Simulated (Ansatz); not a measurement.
MnF2 in the CdI2-type structure

Method: PBE+U (U_eff = 3.9 eV on Mn 3d), scalar-relativistic; collinear spin; PAW, 420 eV, Γ-centred 6×6×4 mesh, 0.05 eV Gaussian smearing; code Ansatz. The datasets are Ansatz's generated set soft_2.

```yaml
crystal:
  lattice:
    - [3.37431, 0.00000, 0.00000]
    - [-1.68716, 2.92224, 0.00000]
    - [0.00000, 0.00000, 4.95762]
  atoms:
    - { symbol: Mn, position: [0.00000, 0.00000, 0.00000] }
    - { symbol: F, position: [0.33333, 0.66667, 0.19426] }
    - { symbol: F, position: [0.66667, 0.33333, 0.80574] }
```

This is a trial structure; measured cells of the compound in the Crystallography Open Database are in space group P42/mnm.

Starting moments: Mn 4.7 μB on each such atom, all parallel.

The open shells were started in several ways at this geometry:
- carried from the relaxation
- from atoms, symmetry kept, no search for lower states
- from atoms, default search
- from atoms, wider search

(1) Do they end in different states?

Answer:

(1) No. All 4 end within 0.5 meV/atom, with a gap of 3.18 eV, spin moments Mn 4.30; F 0.07 μB and occupations Mn1 up: 1.00 1.00 1.00 1.00 1.00; Mn1 down: 0.02 0.02 0.02 0.07 0.07.

Open d and f shells can converge to several self-consistent states; this is the one that the run reached. Site moments are of spin, integrated over atomic spheres.
